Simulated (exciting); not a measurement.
Write the native input for exciting (release sodium) that does the following.

```
Task                                     : band structure
Functional                               : RPBE
Potentials or basis                      : all-electron LAPW+lo, shipped species files, valence relativity iora*
rgkmax                                   : 8
k mesh                                   : 11 × 11 × 6
Occupations                              : gaussian, width 0.136 eV
Spin                                     : no spin polarisation
outputlevel                              : normal
gmaxvr (cutoff of density and potential) : 14 1/bohr
lmaxapw (and lmaxmat)                    : 10
lmaxvr                                   : 8
nempty                                   : 18
Valence relativity                       : iora*
epsengy                                  : 1e-05 Ha
epspot                                   : 1e-05 Ha
maxscl                                   : 60
Muffin-tin radii                         : Au 2.3 bohr
```

The system is Au.

```
Au
1.0
     2.90000    0.00000    0.00000
    -1.45000    2.51147    0.00000
     0.00000    0.00000    4.88000
Au
2
Direct
  0.66667 0.33333 0.25000
  0.33333 0.66667 0.75000
```

This isn't the form of Au at room conditions, which is fcc.

These files were run (other wordings do the same):

input.xml

```xml
<input>
  <title>Au</title>
  <structure speciespath="./" tshift="false">
    <crystal scale="5.4802057614">
      <basevect>1.000000000003 0.000000000000 0.000000000000</basevect>
      <basevect>-0.500000000001 0.866025403795 0.000000000000</basevect>
      <basevect>0.000000000000 0.000000000000 1.682758620694</basevect>
    </crystal>
    <species speciesfile="Au.xml" rmt="2.3">
      <atom coord="0.666666666700 0.333333333300 0.250000000000"/>
      <atom coord="0.333333333300 0.666666666700 0.750000000000"/>
    </species>
  </structure>
  <groundstate do="fromscratch" ngridk="11 11 6" rgkmax="8" gmaxvr="14" lmaxapw="10" lmaxmat="10" lmaxvr="8" stype="Gaussian" swidth="0.00499791" nempty="18" ValenceRelativity="iora*" epsengy="1e-05" epspot="1e-05" maxscl="60" outputlevel="normal">
    <libxc exchange="XC_GGA_X_RPBE" correlation="XC_GGA_C_PBE"/>
  </groundstate>
  <properties>
    <bandstructure>
      <plot1d>
        <path steps="80">
          <point coord="0 0 0" label="G"/>
          <point coord="0.5 0 0" label="M"/>
          <point coord="0.3333333333 0.3333333333 0" label="K"/>
          <point coord="0 0 0" label="G"/>
          <point coord="0 0 0.5" label="A"/>
          <point coord="0.5 0 0.5" label="L"/>
          <point coord="0.3333333333 0.3333333333 0.5" label="H"/>
          <point coord="0 0 0.5" label="A" breakafter="true"/>
          <point coord="0.5 0 0.5" label="L"/>
          <point coord="0.5 0 0" label="M" breakafter="true"/>
          <point coord="0.3333333333 0.3333333333 0" label="K"/>
          <point coord="0.3333333333 0.3333333333 0.5" label="H"/>
        </path>
      </plot1d>
    </bandstructure>
    <dos nwdos="300" winddos="-0.6 0.5" inttype="tetra" ngrdos="100" nsmdos="1" lmirep="true"/>
  </properties>
</input>
```

Potentials or basis: all-electron LAPW+lo, shipped species files, valence relativity iora*.

Launch:

```sh
$ OMP_NUM_THREADS=1 exciting_smp
```

Results of the run:

```
Band gap on the k mesh                            : none (metal or under the smearing width)
All electrons inside the program's atomic spheres : Au 76.75 (radii Au 2.3 bohr)
Density of states at the Fermi level              : 1.05 states/eV per cell
```

Caveat: the tetrahedron DOS on this energy grid can lose part of the weight of narrow d or f bands; spin-orbit coupling is left out, which moves the levels of the heavy elements.

Wall time 2.5 min on 1 thread of AMD EPYC 7R43 64-Core Processor (Zen 3) (shared host), peak memory 0.14 GiB.
